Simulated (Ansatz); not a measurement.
An Ansatz input:

```yaml
crystal:
  lattice:
    - [4.0441372922, 0.0, 0.0]
    - [0.0, 4.0441372922, 0.0]
    - [0.0, 0.0, 4.0441372922]
  atoms:
    - { symbol: Ba, position: [0.0, 0.0, 0.0] }
hamiltonian:
  xc: revpbe
  pseudopotentials:
    kind: paw
    azcp:
      Ba: "pseudopotentials/Ba.paw.azcp"
basis:
  ecutwfc: 420
  fft_grid_basis: typed
kpoints:
  mp_grid: { grid: [13, 13, 13], shift: [0, 0, 0] }
magnetization:
  spin_polarized: false
scf:
  occupations: { method: fermi_dirac, width: 0.1 }
```

and its output:

```
Engine: ansatz 0.2.0, aarch64-unknown-linux-gnu
Pseudopotentials: kind: paw
Pseudopotential: Ba, paw, valence charge 10, recommended cutoff 420 eV (normal) 
Functional definition: revPBE
  parameter kappa = 1.245
  parameter beta = 0.06672455060314922
  exchange = pbe_x(kappa = kappa, mu = beta*pi^2/3)
  correlation = pbe_c(beta = beta)
Crystal: 1 atoms, lattice volume = 66.142 Å³
Basis set: ecut = 420 eV, 1309 PW (Γ)
Bands: 9, of which v1, the nominal top of the filled ones, is band 5 counted from 1 (4 counted from 0)
Symmetry: 48 space group operations
Space group: Pm-3m (ITA 221), of the structure as read, at distance tolerance 4.0e-5 Å
k-points: 84 of 2197
Non-local potential: Ba, projectors of the file, l = 0: 3, l = 1: 2, l = 2: 2, l = 3: 2
PAW form: soft (Blöchl's): semilocal exchange-correlation on the pseudo side does not see the compensation charge
PAW frozen core: Ba, regenerated for the run's functional, and the local potential with it (the file was generated under x = pbe(κ = 0.804, μ = 0.2195149727645171), c = pbe(β = 0.06672455060314922))
PAW one-centre angular grid: Ba, 194 points (default); XC on 64 Gauss nodes
Initial density: superposition of atomic densities (neutral atoms: chi_scale 0, normalization atom), corrected by the library's trained network
Initial wavefunctions: pseudopotential atomic-orbital guess
Functional: x = revpbe(κ = 1.245, μ = 0.2195149727645171), c = pbe(β = 0.06672455060314922)
SCF iter   1: F=—  HF=-5956.121128 eV  |F-HF|=—  |Δ(HF+E_count)|=         —  Δρ=1.83e-3  dr2=5.76e-3  ethr=1.77e-3  ⟨swp⟩=7.5  Hψ=7418  notcnv=0
SCF iter   2: F=—  HF=-5956.121583 eV  |F-HF|=—  |Δ(HF+E_count)|=   4.55e-4  Δρ=1.34e-3  dr2=3.37e-3  ethr=5.76e-5  ⟨swp⟩=1.0  Hψ=1438  notcnv=0
SCF iter   3: F=—  HF=-5956.121489 eV  |F-HF|=—  |Δ(HF+E_count)|=   9.40e-5  Δρ=5.12e-4  dr2=3.94e-4  ethr=3.37e-5  ⟨swp⟩=2.0  Hψ=1042  notcnv=0
SCF iter   4: F=—  HF=-5956.121499 eV  |F-HF|=—  |Δ(HF+E_count)|=   9.37e-6  Δρ=1.09e-4  dr2=7.78e-6  ethr=3.94e-6  ⟨swp⟩=1.7  Hψ=950  notcnv=0
SCF iter   5: F=—  HF=-5956.121502 eV  |F-HF|=—  |Δ(HF+E_count)|=   3.51e-6  Δρ=2.82e-5  dr2=6.05e-7  ethr=7.78e-8  ⟨swp⟩=2.0  Hψ=1197  notcnv=0
SCF iter   6: F=-5956.121502 eV  HF=-5956.121502 eV  |F-HF|=6.13e-9  |Δ(HF+E_count)|=   6.82e-8  Δρ=5.15e-6  dr2=2.24e-8  ethr=1.00e-9  ⟨swp⟩=3.0  Hψ=1617  notcnv=0
SCF 1 converged in 6 iterations: F = -5956.121502 eV  dr2 = 2.24e-8
SCF converged after 6 iterations
Free energy (F): -5956.121502 eV
Harris-Foulkes:  -5956.121502 eV  (|F-HF|=6.13e-9)
Internal energy: -5956.084538 eV  (E = F + TS)
E sigma→0 (E₀):  -5956.103020 eV
Entropy (-TS):   -0.036964 eV (-36.964 meV/atom)
Fermi energy:    5.507326 eV
--- Per-component energies (eV) ---
  E_band       = -91.226690
  E_kinetic    = 166.482192
  E_local      = -404.265172  (includes V_loc(G=0)·N_el)
  E_nonlocal   = 56.601931
  E_hartree    = 129.366310
  E_xc         = -166.805355
  E_vxc        = -133.515497  (∫ρ·V_xc dr)
  E_paw        = -5232.302056  (= ΣΔE_a)
  E_vpaw       = -35.265622  (= ΣTr[D̂ρ^β])
  E_aug_tail   = -0.000002  (compensation charges beyond the density's cutoff)
  E_ewald      = -505.127236
  E_core_change = -0.035151  (= ΣΔE_core)
  E_smearing   = -0.036964  (= −TS)
  E_closure    = -0.000000  (closes the sum)
  Σ components = -5956.121502   (vs F -5956.121502, Δ=0.00e0)
```
